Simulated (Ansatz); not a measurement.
All numbers below come from DFT, PBE, plane waves (420 eV) with PAW, scalar-relativistic (Ansatz).

An element in the bcc structure gives this curve. The cell is scaled uniformly from the relaxed one, with fractional coordinates and shape fixed. Energies are extrapolated to zero smearing, pressures are those at the given smearing. Magnetic state: non-magnetic.

```csv
V (Å³/atom),E − E₀ (meV/atom),P (GPa)
13.938,218.8,42.60
14.572,87.7,24.59
15.205,19.5,10.64
15.839,-0.1,-0.20
16.472,18.3,-8.58
17.106,65.8,-15.01
17.739,135.6,-19.90
```

Question: Which element is it?
A. silicon
B. osmium
C. rhenium
D. platinum

Answer: D. Its fit is V₀ = 15.82 Å³/atom, B₀ = 239 GPa, B₀′ = 5.4.
